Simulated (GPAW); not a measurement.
## Moving the choice of potentials or basis in Ga

The structure is hexagonal, space group P6/mmm (No. 191). Conventional cell: a = 4.449 Å, b = 4.449 Å, c = 2.765 Å, α = 90.00°, β = 90.00°, γ = 120.00°. Ga (site symmetry -6m2) is surrounded by 5 Ga at 2.57 to 2.77 Å.

This isn't the form of Ga at room conditions, which is orthorhombic.

Kept alike: task single point; functional LDA; k mesh 7 × 7 × 10; occupations fermi-dirac, width 0.05 eV; no spin polarisation. Program: GPAW. Cutoffs run from 600 to 800 eV. The mesh is that of the run's cell of 2 atoms. No spin-orbit coupling.

```csv
choice of potentials or basis,pressure (GPa)
HGH pseudopotentials,-5.70
PAW data sets generated for this functional,-3.60
the program's PAW data sets (release 1.2.1) made for this functional,-3.60
```

Pressure is positive in compression; the values hold the error of the finite cutoff, so their zero can differ a little from the energy's minimum. For a metal such a mesh leaves the last digits unconverged. Runs of this series that gave no sound value for these columns are left out.

Q: What does the choice of potentials or basis change here?

A: The pressure runs from -5.70 (HGH pseudopotentials) to -3.60 GPa (PAW data sets generated for this functional; the program's PAW data sets (release 1.2.1) made for this functional).
